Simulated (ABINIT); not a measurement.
MoS2 in ABINIT: the effect of target pressure

MoS2:

```
CELL_PARAMETERS angstrom
3.22746 0.00000 0.00000
-1.61373 2.79507 0.00000
0.00000 0.00000 6.31247
ATOMIC_POSITIONS crystal
Mo 0.00000 0.00000 0.50000
S 0.66667 0.33333 0.74468
S 0.33333 0.66667 0.25532
```

Measurements of this composition are mostly on another form, of space group No. 194.

Alike in all runs:

- Program: ABINIT 10.8.3 (patched build)
- Task: relaxation of cell and atoms
- Functional: PBEsol
- Potentials or basis: JTH PAW PBE v2.0
- Cutoff: 544 eV
- k mesh: 9 × 9 × 4
- Occupations: fermi-dirac, width 0.05 eV
- Spin: no spin polarisation

Each run relaxes the cell or the atoms first.

One run gave: relaxed volume 13.89 Å³/atom. Which target pressure did it use?
A. 0 GPa
B. 10 GPa
C. 20 GPa

C.

```tsv
target pressure	relaxed volume (Å³/atom)
0 GPa	17.36
10 GPa	14.94
20 GPa	13.89
```

Caveats: the PAW data sets were made with another functional, which shifts forces and pressure a little; this functional lacks dispersion, which binds the layers, so the pressure and a relaxed spacing across them are unreliable; the volume moved by over 15 % at a fixed basis, so the end points are rough (some runs).
